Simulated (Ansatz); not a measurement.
# CdSe (F-43m) in Ansatz: relaxation of cell and atoms with RPBE

Aim: the relaxation of cell and atoms of CdSe with RPBE.

All numbers are computed with Ansatz 0.2.0; they aren't measurements. Logs are shortened: lines on timing, memory, paths and dates and some standing lists are left out, and cuts for length are marked.

## Step 1: The crystal as given

Symmetry: F-43m, No. 216, cubic system. Conventional cell: a = 6.141 Å, b = 6.141 Å, c = 6.141 Å, α = 90.00°, β = 90.00°, γ = 90.00°. Around Cd (site symmetry -43m) lie 4 Se at 2.66 Å. Se (site symmetry -43m) has 4 Cd at 2.66 Å as nearest neighbours.

Measurements of this composition are mostly on another form, of space group No. 186.

## Step 2: Relaxation of cell and atoms, RPBE

File input.yaml:

```yaml
crystal:
  lattice:
    - [0.0, 3.0702711986, 3.0702711986]
    - [3.0702711986, 0.0, 3.0702711986]
    - [3.0702711986, 3.0702711986, 0.0]
  atoms:
    - { symbol: Cd, position: [0.0, 0.0, 0.0] }
    - { symbol: Se, position: [0.25, 0.25, 0.25] }
hamiltonian:
  xc: rpbe
  pseudopotentials: { kind: paw }
kpoints:
  mp_grid: { grid: [8, 8, 8] }
scf:
  occupations: { method: fermi_dirac, width: 0.05 }
output:
  forces: true
  stress: true
  write_density: true
  write_potential: true
  elf: true
  volumetric_format: npy
relax:
  f_tol: 0.01
  max_steps: 40
  cell: { stress_tol: 0.05 }
```

Potentials or basis: Ansatz PAW.

On the command line:

```sh
ansatz run input.yaml --threads 2 --pin off --max-ram 5632MiB --backend cpu --events-out ev --progress --plain --runs-dir out
```

What it wrote:

```text
Warning: RAYON_NUM_THREADS=2 ignored (pool sized by the plan → 2); use --threads N
Engine: ansatz 0.2.0, x86_64-unknown-linux-gnu
Pseudopotentials: kind: paw
Pseudopotential: Cd, paw, valence charge 20, recommended cutoff 420 eV (normal), Cd.paw.azcp
Pseudopotential: Se, paw, valence charge 16, recommended cutoff 420 eV (normal), Se.paw.azcp
Functional definition: RPBE
  parameter kappa = 0.804
  parameter beta = 0.06672455060314922
  exchange = rpbe_x(kappa = kappa, mu = beta*pi^2/3)
  correlation = pbe_c(beta = beta)
Crystal: 2 atoms, lattice volume = 57.884 Å³
Basis set: ecut = 420 eV, 1139 PW (Γ), exchange–correlation on 60×60×60 points (8 copies of the dense FFT grid, shifted against one another)
Bands: 22, of which v1, the nominal top of the filled ones, is band 18 counted from 1 (17 counted from 0)
Symmetry: 24 space group operations
Space group: F-43m (ITA 216), of the structure as read, at distance tolerance 3.9e-5 Å
k-points: 29 of 512 (time reversal used)
Non-local potential: Cd, projectors of the file, l = 0: 3, l = 1: 2, l = 2: 2, l = 3: 1
Non-local potential: Se, projectors of the file, l = 0: 2, l = 1: 2, l = 2: 3, l = 3: 1
PAW form: soft (Blöchl's): semilocal exchange-correlation on the pseudo side does not see the compensation charge
PAW frozen core: Cd, regenerated for the run's functional, and the local potential with it (the file was generated under x = pbe(κ = 0.804, μ = 0.2195149727645171), c = pbe(β = 0.06672455060314922))
PAW frozen core: Se, regenerated for the run's functional, and the local potential with it (the file was generated under x = pbe(κ = 0.804, μ = 0.2195149727645171), c = pbe(β = 0.06672455060314922))
PAW one-centre angular grid: Cd, 590 points (default); XC on 64 Gauss nodes
PAW one-centre angular grid: Se, 590 points (default); XC on 64 Gauss nodes
Initial density: superposition of atomic densities (neutral atoms: chi_scale 0, normalization atom), corrected by the library's trained network
Initial wavefunctions: pseudopotential atomic-orbital guess
Functional: x = rpbe, c = pbe(β = 0.06672455060314922)
SCF iter   1: F=—  HF=-13739.117623 eV  |F-HF|=—  |Δ(HF+E_count)|=         —  Δρ=2.72e-3  dr2=3.23e-3  ethr=1.77e-3  ⟨swp⟩=6.0  Hψ=2723  notcnv=0
preconditioner: auto → none  [insulator: Δε(μ)=0.725 eV  Ē_g=12.168 eV  σ=0.050 eV  W_gap=1.00  n_scr=14 (ndim 8)  ℏωp=20.7 eV  f_vac=0.215  D(μ)=0.00/eV (n_scr^D=0)  ε∞_Penn≈3.9]
SCF iter   2: F=—  HF=-13739.117623 eV  |F-HF|=—  |Δ(HF+E_count)|=   1.35e-7  Δρ=9.62e-4  dr2=3.11e-4  ethr=8.99e-6  ⟨swp⟩=2.1  Hψ=1357  notcnv=0
SCF iter   3: F=—  HF=-13739.117632 eV  |F-HF|=—  |Δ(HF+E_count)|=   8.94e-6  Δρ=4.44e-4  dr2=6.14e-5  ethr=8.64e-7  ⟨swp⟩=2.0  Hψ=870  notcnv=0
SCF iter   4: F=—  HF=-13739.117660 eV  |F-HF|=—  |Δ(HF+E_count)|=   2.80e-5  Δρ=1.65e-4  dr2=1.82e-5  ethr=1.70e-7  ⟨swp⟩=3.0  Hψ=1048  notcnv=0
[... 47 lines left out ...]
SCF iter   7: F=—  HF=-13739.156441 eV  |F-HF|=—  |Δ(HF+E_count)|=   1.86e-8  Δρ=3.18e-7  dr2=9.08e-11  ethr=2.07e-12  ⟨swp⟩=2.5  Hψ=915  notcnv=0
SCF iter   8: F=-13739.156441 eV  HF=-13739.156441 eV  |F-HF|=3.27e-11  |Δ(HF+E_count)|=   2.60e-9  Δρ=8.99e-8  dr2=1.03e-11  ethr=1.00e-12  ⟨swp⟩=6.1  Hψ=2648  notcnv=0
SCF 5 converged in 8 iterations: F = -13739.156441 eV  dr2 = 1.03e-11
relax step   5: F+E_penalty+E_count = -13739.15644127 eV  Δ(F+E_penalty+E_count) = -7.540e-4 eV  max|allowed force component| = 4.799e-17 eV/Å  Δτ_max = 0.0000 Å  P = -0.012 GPa  Ω = 62.063 Å³  stress off target by 1.21e-2 GPa  SCF on the basis re-selected at this cell (its energy is not comparable with the rows above)  (8 SCF iters)
basis re-selected at this cell: Δ(F+E_penalty+E_count) = -7.540e-4 eV, ΔP = -0.009 GPa vs the last step (what re-selecting the basis moved, of the pressure what is left beyond the Pulay correction that the steps carried, after the strain that the cell walked since its last selection, with what the two solves' SCF thresholds leave and, on support functions, any second-order correction that the steps lacked; it is no measure of the basis error at this ecutwfc). This SCF's stress stands 1.21e-2 GPa from its target on what of the cell is left free (relax.cell.stress_tol is 5.00e-2 GPa) and its largest allowed force component is 4.80e-17 eV/Å (relax.f_tol is 1.00e-2 eV/Å): within both
SCF converged after 8 iterations
Free energy (F): -13739.156441 eV
Harris-Foulkes:  -13739.156441 eV  (|F-HF|=3.27e-11)
Internal energy: -13739.156420 eV  (E = F + TS)
E sigma→0 (E₀):  -13739.156431 eV
Entropy (-TS):   -0.000021 eV (-0.010 meV/atom)
Fermi energy:    6.600444 eV
--- Per-component energies (eV) ---
  E_band       = -925.344803
  E_kinetic    = 622.010953
  E_local      = -6601.917249  (includes V_loc(G=0)·N_el)
  E_nonlocal   = -564.740091
  E_hartree    = 3128.831347
  E_xc         = -280.702167
  E_vxc        = -318.555195  (∫ρ·V_xc dr)
  E_paw        = -6008.785251  (= ΣΔE_a)
  E_vpaw       = -319.805580  (= ΣTr[D̂ρ^β])
  E_aug_tail   = -0.000574  (compensation charges beyond the density's cutoff)
  E_ewald      = -4033.466611
  E_core_change = -0.386779  (= ΣΔE_core)
  E_smearing   = -0.000021  (= −TS)
  E_closure    = 0.000000  (closes the sum)
  Σ components = -13739.156441   (vs F -13739.156441, Δ=0.00e0)
--- Forces (eV/Å), atoms counted from 1 ---
  atom   1  Cd     0.00000000    -0.00000000    -0.00000000
  atom   2  Se    -0.00000000     0.00000000     0.00000000
  max |Σ_I F_I| component: 4.74e-17 eV/Å
--- Stress (GPa, compression-positive) ---
       -0.012132      -0.000000      -0.000000
       -0.000000      -0.012132       0.000000
       -0.000000       0.000000      -0.012132
  P = ⅓ Tr σ = -0.0121 GPa (-0.121 kbar)
--- Band table (eV; the first three rows and the last of 29) ---
  k-point 0: bands = ["-95.2257", "-56.2957", "-56.2957", "-56.2957", "-40.1311", "-40.1311", "-40.1311", "-40.1288", "-40.1288", "-5.7738", "-1.3964", "-1.3964", "-1.3964", "-1.1204", "-1.1204", "6.2659", "6.2659", "6.2659", "6.8464", "12.2687", "12.2687", "12.2687"]
  k-point 1: bands = ["-95.2257", "-56.2957", "-56.2957", "-56.2957", "-40.1311", "-40.1311", "-40.1311", "-40.1288", "-40.1288", "-5.7321", "-1.3836", "-1.3836", "-1.3531", "-1.1208", "-1.1208", "5.1789", "6.1648", "6.1648", "7.7835", "12.0602", "12.4450", "12.4450"]
  k-point 2: bands = ["-95.2257", "-56.2958", "-56.2957", "-56.2957", "-40.1311", "-40.1311", "-40.1311", "-40.1288", "-40.1288", "-5.6307", "-1.3556", "-1.3556", "-1.2162", "-1.1183", "-1.1183", "3.9010", "5.9394", "5.9394", "8.4949", "12.2159", "12.7349", "12.7349"]
  k-point 28: bands = ["-95.2257", "-56.2958", "-56.2958", "-56.2958", "-40.1311", "-40.1311", "-40.1310", "-40.1288", "-40.1288", "-5.3957", "-1.2555", "-1.2513", "-1.1443", "-1.1137", "-0.7498", "2.7640", "4.4149", "4.4855", "10.9276", "11.6506", "12.6750", "14.0505"]
--- Relaxed structure (4 steps of the walk, 4 accepted, 1 SCFs on fresh bases) ---
  F+E_penalty+E_count = -13739.15644127 eV   max|allowed force component| = 4.799e-17 eV/Å   (the final SCF, on the basis selected at the relaxed cell)
  cell:  # Å, volume = 62.0632 Å³
    - [3.0625332426710473e-34, 3.1424479021789593, 3.1424479021789593]
    - [3.1424479021789593, 5.407728781248939e-33, 3.1424479021789593]
    - [3.1424479021789593, 3.1424479021789593, 5.4968977983216145e-33]
  atoms:
    - { symbol: Cd, position: [-9.618344407947838e-34, 5.227361091275999e-34, 9.827438851598879e-34] }
    - { symbol: Se, position: [0.25, 0.25, 0.25] }
```

Run time: 32 s. Hardware: 2 threads of Intel Xeon at 2.50GHz (Skylake/Cascade Lake), shared host; peak memory 0.4 GiB.

What came out:

```
Free energy                            : -13739.1564 eV
Relaxed volume                         : 31.03 Å³/atom
Relaxed cell                           : a = 4.444 Å, b = 4.444 Å, c = 4.444 Å, α = 60.00°, β = 60.00°, γ = 60.00°
Space group after relaxing (to 0.05 Å) : F-43m (No. 216)
Energy gained by relaxing              : 19.4 meV/atom
Ionic steps                            : 5
Pressure after relaxing                : 0.0 GPa
Band gap on the k mesh                 : 0.58 eV, direct
```

The path:
```tsv
step	energy change (eV)	largest force (eV/Å)	volume (Å³)
1	0.0000	0.0000	57.88
2	-0.0363	0.0000	62.96
3	-0.0380	0.0000	62.17
4	-0.0380	0.0000	62.06
5	-0.0388	0.0000	62.06
```

Final structure:
```
CELL_PARAMETERS angstrom
0.00000 3.14245 3.14245
3.14245 0.00000 3.14245
3.14245 3.14245 0.00000
ATOMIC_POSITIONS crystal
Cd 0.00000 0.00000 0.00000
Se 0.25000 0.25000 0.25000
```

Caveat: the plane-wave basis is chosen anew once the cell has moved, so the energies of steps on either side of that aren't comparable; the PAW data sets come from PBE, with cores solved anew for the run's functional, which leaves a small shift of forces and pressure. Expect the measured gap to be larger: semilocal functionals such as RPBE lack the derivative discontinuity.
